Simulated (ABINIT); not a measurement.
Crystal: MgB2.

```
Mg B
1.0
     3.08500    0.00000    0.00000
    -1.54250    2.67169    0.00000
     0.00000    0.00000    3.52300
Mg B
1 2
Cartesian
  0.0000 0.0000 0.0000
  1.5425 0.8906 1.7615
  0.0000 1.7811 1.7615
```

Base run:

| Quantity | Value |
| --- | --- |
| Program | ABINIT 10.8.3 (patched build) |
| Functional | PBE |
| Potentials or basis | SPMS NC PBE v1.0 |
| Cutoff | 816 eV |
| k mesh | 10 × 10 × 8 |
| Occupations | fermi-dirac, width 0.05 eV |
| Spin | no spin polarisation |

Its results: band gap on the k mesh none (metal or under the smearing width); pressure -1.2 GPa.

Q: The run is repeated on the same cell with these changes: potentials or basis from SPMS NC PBE v1.0 to SG15 NC PBE v1.2; cutoff from 816 eV to 1143 eV. What comes out?

A: Band gap on the k mesh none (metal or under the smearing width); pressure -1.7 GPa.
